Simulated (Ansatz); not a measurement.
## Strain response of Li

Level of theory: DFT PBE, scalar-relativistic, plane waves, PAW in Ansatz 0.2.0. Run with 420 eV cutoff, 16×16×16 k-mesh, Gaussian smearing of 0.10 eV, no spin polarisation.

The relaxed crystal:

```yaml
crystal:
  lattice:
    - [3.43245, 0.00000, 0.00000]
    - [0.00000, 3.43245, 0.00000]
    - [0.00000, 0.00000, 3.43245]
  atoms:
    - { symbol: Li, position: [0.00000, 0.00000, 0.00000] }
    - { symbol: Li, position: [0.50000, 0.50000, 0.50000] }
```

Deformation: c alone is stretched, the rest of the cell is held and the atoms relax, all within the symmetry that the strain leaves. Energies are extrapolated to zero smearing. Stress is positive in compression, on the Cartesian axes of the cell above.

```tsv
strain (%)	ΔE (meV/atom)	a (Å)	b (Å)	c (Å)	σxx (GPa)	σyy (GPa)	σzz (GPa)
-3.0	1.1	3.432	3.432	3.329	0.41	0.41	0.58
-2.0	?	3.432	3.432	3.364	?	?	?
-1.0	0.1	3.432	3.432	3.398	0.15	0.15	0.20
+0.0	0.0	3.432	3.432	3.432	0.02	0.02	0.02
+1.0	0.1	3.432	3.432	3.467	-0.10	-0.10	-0.15
+2.0	0.4	3.432	3.432	3.501	-0.21	-0.21	-0.31
+3.0	?	3.432	3.432	3.535	?	?	?
```

(1) Fill in the row at -2.0 %.

(2) Fill in the row at +3.0 %.

Results:

(1) ΔE 0.5 meV/atom; σxx 0.28 GPa; σyy 0.28 GPa; σzz 0.39 GPa.

(2) ΔE 0.9 meV/atom; σxx -0.33 GPa; σyy -0.33 GPa; σzz -0.46 GPa.